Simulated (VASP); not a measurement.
Here is the system:

```xyz
8
Lattice="-2.8118 2.8118 5.6671 2.8118 -2.8118 5.6671 2.8118 2.8118 -5.6671" Properties=species:S:1:pos:R:3 pbc="T T T"
In     0.0000     0.0000     5.6671
In     2.8118     0.0000     2.8336
Cu     0.0000     2.8118     2.8336
Cu     0.0000     0.0000     0.0000
S      1.5679     1.4059     7.0839
S      4.2177     1.2439    -1.4168
S      1.2439     1.4059     1.4168
S     -1.4059     1.5679     4.2503
```

Computed with PBE GGA, VASP's PBE PAW potentials (set 64) (plane waves; VASP 6.6.1). Settings: 300 eV cut-off, 4×4×4 Γ-centred mesh, Gaussian smearing of 0.14 eV, potentials In_d Cu S.

Q: Give the energies of bands 27 to 40 at the high-symmetry points, in eV from the Fermi level.

A: 
| band | Γ | X | P | N | M | S | R |
|---|---|---|---|---|---|---|---|
| 27 | -1.81 | -1.67 | -1.69 | -1.65 | -1.81 | -1.71 | -1.67 |
| 28 | -1.78 | -1.67 | -1.69 | -1.64 | -1.81 | -1.63 | -1.67 |
| 29 | -1.69 | -1.49 | -1.48 | -1.60 | -1.64 | -1.61 | -1.53 |
| 30 | -1.41 | -1.49 | -1.48 | -1.47 | -1.64 | -1.41 | -1.53 |
| 31 | -1.41 | -1.10 | -1.09 | -1.35 | -1.09 | -1.38 | -1.14 |
| 32 | -1.41 | -1.10 | -1.09 | -1.09 | -1.09 | -1.29 | -1.14 |
| 33 | -1.28 | -0.67 | -0.66 | -1.06 | -0.96 | -1.12 | -0.69 |
| 34 | -0.09 | -0.67 | -0.66 | -0.96 | -0.96 | -0.82 | -0.69 |
| 35 | -0.01 | -0.37 | -0.51 | -0.80 | -0.69 | -0.61 | -0.51 |
| 36 | -0.01 | -0.37 | -0.51 | -0.40 | -0.69 | -0.49 | -0.51 |
| 37 | 0.01 | 1.15 | 1.36 | 1.91 | 1.77 | 1.93 | 1.35 |
| 38 | 2.14 | 1.15 | 1.36 | 2.31 | 1.77 | 2.14 | 1.35 |
| 39 | 2.18 | 3.48 | 3.31 | 3.32 | 2.17 | 2.60 | 3.79 |
| 40 | 3.93 | 3.48 | 3.31 | 3.87 | 2.17 | 3.44 | 3.79 |

It has no gap at this level: it comes out as a metal or semimetal.

The structure comes from a computed database's InCuS2 entry; how it stands against other phases isn't given here. The cell was not relaxed at this level. The k-mesh is coarse (spacing up to 0.40 per Å, 2π included), so the numbers may not be converged in it.
